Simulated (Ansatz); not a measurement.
Geometry optimisation in Ansatz: input, command and trajectory.

```yaml
crystal:
  lattice:
    - [3.5332182985, 0.0, 0.0]
    - [0.0, 3.5332182985, 0.0]
    - [0.0, 0.0, 3.5332182985]
  atoms:
    - { symbol: Al, position: [0.0, 0.0, 0.0] }
    - { symbol: Ni, position: [0.0, 0.5, 0.5], spin: 0.3 }
    - { symbol: Ni, position: [0.5, 0.0, 0.5], spin: 0.3 }
    - { symbol: Ni, position: [0.5, 0.5, 0.0], spin: 0.3 }
basis:
  ecutwfc: 420
kpoints:
  mp_grid: { grid: [12, 12, 12] }
hamiltonian:
  xc: pbe
scf:
  occupations: { method: gaussian, width: 0.1 }
output:
  forces: true
  stress: true
  eigenvalues: true
  populations: true
magnetization:
  spin_polarized: true
relax:
  adjacent_minimum: "off"
  f_tol: 0.008
  max_steps: 50
  cell: { stress_tol: 0.08, p_target: 3.0 }
```

```bash
ansatz run input.yaml --threads 1 --pin off --max-ram 2560MiB --backend cpu --events-out ev --progress --plain --runs-dir out
```

Computed with Ansatz 0.2.0, DFT PBE, scalar-relativistic, plane waves, PAW.

Of 4 frames 3 are shown, positions in Å and forces in eV/Å; the SCF threshold varies from step to step. Steps run on the plane waves of an earlier cell, with a Pulay correction in the pressure. The basis is chosen afresh for the last frame, the zero of the energies, and at times for earlier ones too; energy and pressure step there, also at an unchanged geometry. The relaxation lowers the enthalpy F + PV at the target pressure, so the free energy itself can rise.

```xyz
4
Lattice="3.5332 0.0000 0.0000 0.0000 3.5332 0.0000 0.0000 0.0000 3.5332" Properties=species:S:1:pos:R:3:forces:R:3 pbc="T T T" step=1 free_energy_over_end_meV_per_atom=3.61 pressure_GPa=5.49
Al    0.0000    0.0000    0.0000    0.0000    0.0000    0.0000
Ni    0.0000    1.7666    1.7666    0.0000    0.0000    0.0000
Ni    1.7666    0.0000    1.7666    0.0000    0.0000    0.0000
Ni    1.7666    1.7666    0.0000    0.0000    0.0000    0.0000
4
Lattice="3.5411 0.0000 0.0000 0.0000 3.5411 0.0000 0.0000 0.0000 3.5411" Properties=species:S:1:pos:R:3:forces:R:3 pbc="T T T" step=2 free_energy_over_end_meV_per_atom=1.43 pressure_GPa=4.14
Al    0.0000    0.0000    0.0000    0.0000    0.0000    0.0000
Ni    0.0000    1.7705    1.7705    0.0000    0.0000    0.0000
Ni    1.7705    0.0000    1.7705    0.0000    0.0000    0.0000
Ni    1.7705    1.7705    0.0000    0.0000    0.0000    0.0000
4
Lattice="3.5477 0.0000 0.0000 0.0000 3.5477 0.0000 0.0000 0.0000 3.5477" Properties=species:S:1:pos:R:3:forces:R:3 pbc="T T T" step=4 free_energy_over_end_meV_per_atom=0.00 pressure_GPa=3.02
Al    0.0000    0.0000    0.0000    0.0000    0.0000    0.0000
Ni    0.0000    1.7739    1.7739    0.0000    0.0000    0.0000
Ni    1.7739    0.0000    1.7739    0.0000    0.0000    0.0000
Ni    1.7739    1.7739    0.0000    0.0000    0.0000    0.0000
```

The run took 29 s on 1 thread of AMD EPYC 9R45 96-Core Processor (Zen 5), on a shared host, peak memory 0.54 GiB.